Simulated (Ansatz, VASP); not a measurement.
# Two plane-wave programs on BN

```xyz
4
Lattice="0.0000 -1.8124 -1.8124 -1.8124 0.0000 -1.8124 1.8124 1.8124 -3.6248" Properties=species:S:1:pos:R:3 pbc="T T T"
B    -0.0129    0.0029   -0.0100
B     0.0129   -0.0029   -3.6148
N     0.8930    0.9092   -4.5412
N    -0.8930   -0.9092   -4.5207
```

Change from the starting cell: mode 4 frozen in at -0.017 Å and mode 5 at +0.000 Å (largest displacements).

Alike in both runs: task single point; functional PBE; k mesh 6 × 6 × 6; occupations gaussian, width 0.05 eV; no spin polarisation.

```csv
,VASP,Ansatz
version,VASP 6.6.1,Ansatz 0.2.0
potentials or method,"VASP PAW PBE potentials, release 64 (B, N)","scalar-relativistic, plane waves, PAW"
plane-wave cutoff (eV),520,520
valence electrons in the cell,16,16
```

```tsv
	VASP	Ansatz	Ansatz less VASP
gap on the k mesh at the Fermi level (eV)	4.44	4.46	+0.011
least direct gap on the mesh (eV)	6.37	6.38	+0.012
pressure (GPa)	0.2	0.0	-0.21
largest component of the traceless stress (GPa)	0.06	0.06	0.000
rms of the force components (eV/Å)	0.104	0.104	+0.0001
```

Atom by atom the forces differ by 0.000 eV/Å (rms over components). With one functional, cell and mesh, what is left measures potentials, basis and numerics.

Caveats: the k mesh is coarse (spacing up to 0.48 Å⁻¹), so the values aren't converged. A k mesh can miss the band edges.
